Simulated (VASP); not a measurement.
Consider the following.

```xyz
2
Lattice="0.0000 3.0091 3.0091 3.0091 0.0000 3.0091 3.0091 3.0091 0.0000" Properties=species:S:1:pos:R:3 pbc="T T T"
Na     0.0000     0.0000     0.0000
Br     3.0091     3.0091     3.0091
```

All values below come from PBE GGA, VASP's PBE PAW potentials (set 64) (plane waves; VASP). Numerical set-up: 480 eV cut-off, 8×8×8 Γ-centred mesh, Gaussian smearing of 0.050 eV, potentials Na_pv Br.

Energy and stress use the plane-wave basis of the starting cell.

The ions, cell shape and volume at an external pressure of 30.0 GPa are relaxed. Predict the relaxed structure.

```xyz
2
Lattice="0.0000 2.5625 2.5625 2.5625 0.0000 2.5625 2.5625 2.5625 0.0000" Properties=species:S:1:pos:R:3 pbc="T T T"
Na     0.0000     0.0000     0.0000
Br     2.5625     2.5625     2.5625
```
Space group Fm-3m (225), at a tolerance of 0.03 Å.

How do energy and volume change from the first to the last step?

The energy (σ→0) changes by +628.6 meV/atom and the volume by -38.2 %, in 7 ionic steps.

The compound is NaBr in the rock salt structure. This run relaxes it under an external pressure of 30 GPa. Symmetry was kept, so distortions that lower it aren't found.
